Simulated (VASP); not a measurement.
Wanted: the native input for a VASP 6.6.1 run.

* Task: single point
* Functional: RPBE
* Potentials or basis: VASP PAW PBE potentials, release 64 (Ge_d, H)
* Cutoff: 400 eV
* k mesh: 1 × 1 × 1
* Occupations: gaussian, width 0.05 eV
* Spin: no spin polarisation
* Further INCAR settings: LREAL = Auto; ALGO = Fast; EDIFF = 1e-06; NBANDS = 384; ISYM = 0

The structure of Ge8H3 lies in POSCAR:

```
Ge8H3                                   
1.0
    8.0016203359      8.0016203359      0.0000000000
   -8.0016203359      8.0016203359      0.0000000000
    0.0000000000      0.0000000000     23.7419000000
  Ge              H             
    48    18
Selective dynamics
Direct
     0.6875835215621836    0.3124163791264033    0.4196392070356922   T   T   T
     0.8108231898332170    0.6820820947238528    0.4200289352946947   T   T   T
     0.0499429827063537    0.9500566063550812    0.4370566090816452   T   T   T
     0.3179178027234850    0.1891767371443711    0.4200288945797808   T   T   T
     0.9665269427654434    0.5352153674863408    0.4556358505441504   T   T   T
     0.2070677990828786    0.7929321243643999    0.4353600073346579   T   T   T
     0.4647847791168023    0.0334733655917220    0.4556358430698034   T   T   T
     0.5360162253613479    0.4639836155896952    0.4558474533715333   T   T   T
     0.8773030570659123    0.3898480387303783    0.3860506534666626   T   T   T
     0.8809203020595119    0.8717586009019073    0.3834689100856240   T   T   T
     0.1282411410534590    0.1190794994176614    0.3834691328659685   T   T   T
     0.3880865164754858    0.3806593035162067    0.3866043925978924   T   T   T
     0.1105172245676677    0.6274754414612359    0.3864353298807104   T   T   T
     0.3725244691390656    0.8894828804269638    0.3864354080028998   T   T   T
     0.6101518280984579    0.1226970628068965    0.3860502114299836   T   T   T
     0.6193406550218823    0.6119133454869458    0.3866044984381328   T   T   T
     0.9980745855395795    0.2520102192232263    0.3288076618751011   T   T   T
     0.0015441623279287    0.7481737238573571    0.3178894511389741   T   T   T
     0.2518261564694769    0.9984560029031435    0.3178895039327233   T   T   T
     0.4984748024646360    0.2499829484560958    0.3184064698604420   T   T   T
     0.2476873046351434    0.5024157830989348    0.3307968458057735   T   T   T
     0.4975843923296950    0.7523128484814656    0.3307969216552258   T   T   T
     0.7479899767037420    0.0019255746071203    0.3288074743163923   T   T   T
     0.7500173595011974    0.5015250595930488    0.3184067094794409   T   T   T
     0.8731402926532282    0.1268600249182108    0.2673235232383847   T   T   T
     0.8758896814764809    0.6247947879326656    0.2596394762351530   T   T   T
     0.1240953690539214    0.8759046673437181    0.2599198379264900   T   T   T
     0.3752051054743236    0.1241103239230090    0.2596394047285674   T   T   T
     0.1272059668955539    0.3745703159846560    0.2679583182188215   T   T   T
     0.3725332694859326    0.6274669688491771    0.2684498489800778   T   T   T
     0.6254297577879478    0.8727940813748757    0.2679582780947173   T   T   T
     0.6227134143417787    0.3772868028456476    0.2602763231069281   T   T   T
     0.7503178925777148    0.2496821222041279    0.2036905482356123   T   T   T
     0.7482976504337434    0.7515489098176048    0.2034483904086451   T   T   T
     0.9966125627714745    0.0033874396071112    0.2039160961717605   T   T   T
     0.2484510017297601    0.2517023794039113    0.2034483639327352   T   T   T
     0.0031952266704378    0.4968075157181162    0.2039725515576785   T   T   T
     0.2510999695914973    0.7489001070555052    0.2034387947878791   T   T   T
     0.5031924531137729    0.9968047393984113    0.2039725230817569   T   T   T
     0.4954119236772491    0.5045881042460232    0.2041311433524022   T   T   T
     0.8750000000000000    0.3750000000000000    0.1448662490999979   F   F   F
     0.8750000000000000    0.8750000000000000    0.1448662490999979   F   F   F
     0.1250000000000000    0.1250000000000000    0.1448662490999979   F   F   F
     0.3750000000000000    0.3750000000000000    0.1448662490999979   F   F   F
     0.1250000000000000    0.6250000000000000    0.1448662490999979   F   F   F
     0.3750000000000000    0.8750000000000000    0.1448662490999979   F   F   F
     0.6250000000000000    0.1250000000000000    0.1448662490999979   F   F   F
     0.6250000000000000    0.6250000000000000    0.1448662490999979   F   F   F
     0.9510221023000014    0.2989778976999986    0.1052990704000010   F   F   F
     0.7989778976999986    0.4510221023000014    0.1052990704000010   F   F   F
     0.9510221023000014    0.7989778976999986    0.1052990704000010   F   F   F
     0.7989778976999986    0.9510221023000014    0.1052990704000010   F   F   F
     0.2010221023000014    0.0489778976999986    0.1052990704000010   F   F   F
     0.0489778976999986    0.2010221023000014    0.1052990704000010   F   F   F
     0.4510221023000014    0.2989778976999986    0.1052990704000010   F   F   F
     0.2989778976999986    0.4510221023000014    0.1052990704000010   F   F   F
     0.2010221023000014    0.5489778976999986    0.1052990704000010   F   F   F
     0.0489778976999986    0.7010221023000014    0.1052990704000010   F   F   F
     0.4510221023000014    0.7989778976999986    0.1052990704000010   F   F   F
     0.2989778976999986    0.9510221023000014    0.1052990704000010   F   F   F
     0.7010221023000014    0.0489778976999986    0.1052990704000010   F   F   F
     0.5489778976999986    0.2010221023000014    0.1052990704000010   F   F   F
     0.7010221023000014    0.5489778976999986    0.1052990704000010   F   F   F
     0.5489778976999986    0.7010221023000014    0.1052990704000010   F   F   F
     0.2348406368963599    0.7651592717282402    0.4980766919192956   T   T   T
     0.0127687732302963    0.9872309739267852    0.4975774223646839   T   T   T
```

The cell was built by a generator and needn't be a form met in nature.

These files were run (other wordings do the same):

INCAR

```
SYSTEM = Ge8H3
PREC     = Accurate       ! precision mode
ENCUT    = 400            ! plane-wave cutoff, eV
EDIFF    = 1E-6           ! SCF threshold, eV
ISMEAR   = 0              ! smearing method
SIGMA    = 0.05           ! smearing width, eV
LREAL    = Auto         
LASPH    = .TRUE.         ! aspherical terms in the spheres
NELM     = 80             ! most SCF steps
ALGO     = Fast           ! electronic algorithm
ISIF     = 2              ! what is computed and relaxed
LWAVE    = .FALSE.        ! write WAVECAR
LCHARG   = .FALSE.        ! write CHGCAR
GGA      = RP             ! functional
NBANDS   = 384            ! bands
ISYM     = 0            
LUSENCCL = .FALSE.
```

KPOINTS

```
Automatic mesh
0
G
  1 1 1
  0 0 0
```

Potentials or basis: VASP PAW PBE potentials, release 64 (Ge_d, H).

Run with:

```sh
$ cat potpaw_PBE.64/Ge_d/POTCAR potpaw_PBE.64/H/POTCAR > POTCAR
$ mpirun -np 1 vasp_gam > vasp.out
```

It gave:

```json
{"Largest force": "0.358 eV/Å", "Band gap on the k mesh": "0.47 eV, direct"}
```

Caveat: the PAW data sets were made with another functional, which shifts forces and pressure a little.

It took 4.9 min on 1 × NVIDIA H100 80GB with 1 thread of AMD EPYC 7R13 Processor (Zen 3), on a shared host, peak memory 2.2 GiB.
